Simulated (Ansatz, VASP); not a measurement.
Two plane-wave programs on CoO

```
Co O
1.0
     1.50547    0.86918    2.43993
    -1.50547    0.86918    2.43993
     0.00000   -1.73837    2.43993
Co O
1 1
Direct
  0.00000 0.00000 0.00000
  0.50000 0.50000 0.50000
```

Alike in both runs: task single point; functional PBEsol; k mesh 9 × 9 × 9; occupations gaussian, width 0.4 eV; collinear spin.

```csv
,VASP,Ansatz
version,VASP 6.6.1,Ansatz 0.2.0
potentials or method,"VASP PAW PBE potentials, release 64 (Co, O)","scalar-relativistic, plane waves, PAW"
plane-wave cutoff (eV),520,420
valence electrons in the cell,15,23
```

|  | VASP | Ansatz | Ansatz less VASP |
| --- | --- | --- | --- |
| gap on the k mesh at the Fermi level (eV) | none | none | - |
| pressure (GPa) | -9.8 | -9.3 | +0.51 |
| largest component of the traceless stress (GPa) | 0.14 | 0.12 | -0.022 |
| net moment per atom (μB) | 1.40 | 1.41 | +0.012 |
| size of the moment on the site where the two differ most (μB) | 2.46 | 2.40 | -0.065 |

Site moments also hang on the region over which each program counts them. A gap of «none» marks a metal or a gap that the smearing closes. The two sets of potentials don't hold the same shells in valence.

Caveats: the PAW data sets were made with another functional, which shifts forces and pressure a little (VASP); a cell with one magnetic atom can't hold antiferromagnetic order, which such compounds often take; semilocal functionals often make such compounds metallic where correlation or magnetic order opens a gap, which also shifts bond lengths.
